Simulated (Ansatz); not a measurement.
# ZrC under changes of volume

One of the cells (13.174 Å³/atom); the others are scaled copies at fixed shape and fractional positions:

```
Zr C
1.0
     3.39148    0.00000    0.00000
    -1.69574    2.93710    0.00000
     0.00000    0.00000    5.29005
Zr C
2 2
Direct
  0.66667 0.33333 0.75000
  0.33333 0.66667 0.25000
  0.00000 0.00000 0.50000
  0.00000 0.00000 0.00000
```

The cell comes from a database or a generator and needn't be the stable form of this composition.

```yaml
Program: Ansatz 0.2.0
Functional: PBEsol
Potentials_or_basis: Ansatz PAW
Cutoff: "420 eV (not typed: the program's choice for these potentials)"
k_mesh: 9 × 9 × 5
Occupations: fermi-dirac, width 0.05 eV
Spin: no spin polarisation
```

| volume (Å³/atom) | energy over the lowest point (meV/atom) | pressure (GPa) |
| --- | --- | --- |
| 12.383 | ? | ? |
| 12.647 | 0.00 | 1.1 |
| 12.910 | 2.09 | -3.6 |
| 13.174 | 11.55 | -7.8 |
| 13.437 | 27.59 | -11.6 |
| 13.701 | 49.59 | -15.1 |
| 13.964 | 76.97 | -18.2 |

Q: What does the run at 12.383 Å³/atom give?

A: Energy over the lowest point 6.10 meV/atom; pressure 6.4 GPa.

Worked out: A Birch-Murnaghan fit of order 3 (a polynomial in V^(-2/3)) to the other rows has its minimum at 12.71 Å³/atom with B0 = V·E''(V) = 232 GPa and B' = 4.0 at fixed shape and positions, which overstates the stiffness. It gives 6.02 meV/atom at 12.383 Å³/atom, against the run's 6.10, and -dE/dV = 6.3 GPa, against 6.4.

Energies are extrapolated to zero smearing.

Caveats: the PAW data sets come from PBE, with cores solved anew for the run's functional, which leaves a small shift of forces and pressure.
